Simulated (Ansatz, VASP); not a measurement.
## SiC4: VASP beside Ansatz

Contents of INCAR:

```
SYSTEM = SiC4
PREC     = Accurate       ! precision mode
ENCUT    = 520            ! plane-wave cutoff, eV
EDIFF    = 1E-6           ! SCF threshold, eV
ISMEAR   = 0              ! smearing method
SIGMA    = 0.1            ! smearing width, eV
LREAL    = .False.        ! projectors in reciprocal space
LASPH    = .True.         ! aspherical terms in the spheres
NELM     = 60             ! most SCF steps
ALGO     = Normal         ! electronic algorithm
ISIF     = 2              ! what is computed and relaxed
LWAVE    = .False.        ! write WAVECAR
LCHARG   = .False.        ! write CHGCAR
GGA      = PE             ! functional
NBANDS   = 18             ! bands
```

The input KPOINTS:

```
regular mesh
0
Gamma
  6 6 6
  0 0 0
```

Contents of POSCAR:

```
SiC4
1.0
   -2.9143305900      2.9143305900      1.7859883900
    2.9143305900     -2.9143305900      1.7859883900
    2.9143305900      2.9143305900     -1.7859883900
Si C
1 4
Direct
    0.0000000000      0.0000000000      0.0000000000
    0.6015449600      0.7953882700      0.3969332300
    0.7953882700      0.3984550400      0.1938433100
    0.2046117300      0.6015449600      0.8061566900
    0.3984550400      0.2046117300      0.6030667700
```

Input for Ansatz:

```yaml
crystal:
  lattice:
    - [-2.91433059, 2.91433059, 1.78598839]
    - [2.91433059, -2.91433059, 1.78598839]
    - [2.91433059, 2.91433059, -1.78598839]
  atoms:
    - { symbol: Si, position: [0.0, 0.0, 0.0] }
    - { symbol: C, position: [0.60154496, 0.79538827, 0.39693323] }
    - { symbol: C, position: [0.79538827, 0.39845504, 0.19384331] }
    - { symbol: C, position: [0.20461173, 0.60154496, 0.80615669] }
    - { symbol: C, position: [0.39845504, 0.20461173, 0.60306677] }
basis:
  ecutwfc: 420
kpoints:
  mp_grid: { grid: [6, 6, 6] }
hamiltonian:
  xc: pbe
scf:
  occupations: { method: gaussian, width: 0.1 }
  lower_state_search: "off"
output:
  forces: true
  stress: true
  eigenvalues: true
```

Change from the starting cell: species swapped into the MnAu4 type (I4/m, No. 87).

Alike in both runs: task single point; functional PBE; k mesh 6 × 6 × 6; occupations gaussian, width 0.1 eV; no spin polarisation.

```csv
,VASP,Ansatz
version,VASP 6.6.1,Ansatz 0.2.0
potentials or method,"VASP PAW PBE potentials, release 64 (Si, C)","scalar-relativistic, plane waves, PAW"
plane-wave cutoff (eV),520,420
valence electrons in the cell,20,20
```

|  | VASP | Ansatz | Ansatz less VASP |
| --- | --- | --- | --- |
| gap on the k mesh at the Fermi level (eV) | none | none | - |
| pressure (GPa) | -26.9 | -27.0 | -0.02 |
| largest component of the traceless stress (GPa) | 0.65 | 0.65 | +0.010 |
| rms of the force components (eV/Å) | 0.305 | 0.305 | +0.0006 |

Atom by atom the forces differ by 0.001 eV/Å (rms over components). A gap of «none» marks a metal or a gap that the smearing closes.

Caveats: so large a pressure means that the cell lies far from this level's equilibrium, or that cutoff or potentials fall short (VASP).
